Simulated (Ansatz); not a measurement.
In2O3: single point with HSE06

**What was measured.**

From “Fabrication and performance enhancement of an In2O3/BiVO4 heterojunction for N-butanol gas sensing applications”, 2024, pmc:11650617, for a powder of In2O3: band gap 3.08 eV (optical).

Crystal: In2O3.

```
In O
1.0
     2.74350    1.58396    4.83667
    -2.74350    1.58396    4.83667
     0.00000   -3.16792    4.83667
In O
4 6
Direct
  0.85731 0.85731 0.85731
  0.64269 0.64269 0.64269
  0.14269 0.14269 0.14269
  0.35731 0.35731 0.35731
  0.04800 0.75000 0.45200
  0.75000 0.45200 0.04800
  0.45200 0.04800 0.75000
  0.95200 0.25000 0.54800
  0.25000 0.54800 0.95200
  0.54800 0.95200 0.25000
```

```json
{
  "Program": "Ansatz 0.2.0",
  "Task": "single point",
  "Functional": "HSE06",
  "Potentials or basis": "Ansatz PAW",
  "Cutoff": "420 eV (not typed: the program's choice for these potentials)",
  "k mesh": "4 × 4 × 4",
  "Occupations": "fermi-dirac, width 0.05 eV",
  "Spin": "no spin polarisation"
}
```

```
Pressure               : 1.0 GPa
Largest force          : 0.093 eV/Å
Band gap on the k mesh : 2.82 eV, direct
```

Forces in eV/Å, atoms in the order of the input:
```
In   0.000  0.000 -0.087
In   0.000  0.000  0.087
In   0.000  0.000  0.087
In   0.000  0.000 -0.087
O   -0.047 -0.081  0.000
O   -0.047  0.081  0.000
O    0.093  0.000  0.000
O    0.047  0.081  0.000
O    0.047 -0.081  0.000
O   -0.093  0.000  0.000
```

Stress tensor (GPa, compression positive):
```
1.00 0.00 0.00
0.00 1.00 0.00
0.00 0.00 0.86
```

Levels at points of the mesh, in eV from the valence-band top:
```tsv
k point	band 42	band 43	band 44	band 45	band 46	band 47
(0.00, 0.00, 0.00)	-0.27	0.00	0.00	2.82	7.32	8.20
(0.00, 0.00, -0.50)	-0.74	-0.07	-0.07	6.70	6.70	7.74
(0.00, -0.50, -0.50)	-0.30	-0.06	-0.04	6.98	7.31	8.43
(-0.50, -0.50, -0.50)	-0.18	-0.18	-0.18	6.07	6.07	9.24
```

Wall time 29 s on 1 × NVIDIA H100 80GB HBM3 with 2 threads of AMD EPYC 7R13 Processor (Zen 3), with other jobs on the host, peak memory 2.8 GiB.

Against the measured gap of In2O3, 3.08 eV (optical; powder; “Fabrication and performance enhancement of an In2O3/BiVO4 heterojunction for N-butanol gas sensing applications”, 2024, pmc:11650617), the calculated 2.82 eV is off by -0.26 eV. Spin-orbit coupling on In is left out. The value is that of HSE06, without temperature or zero-point motion.

Caveat: the pressure holds a Pulay correction of +0.5 GPa for the finite cutoff; spin-orbit coupling is left out, which moves the levels of the heavy elements; the PAW data sets come from PBE, with cores solved anew for the run's functional, which leaves a small shift of forces and pressure; the thresholds are loose for stress.
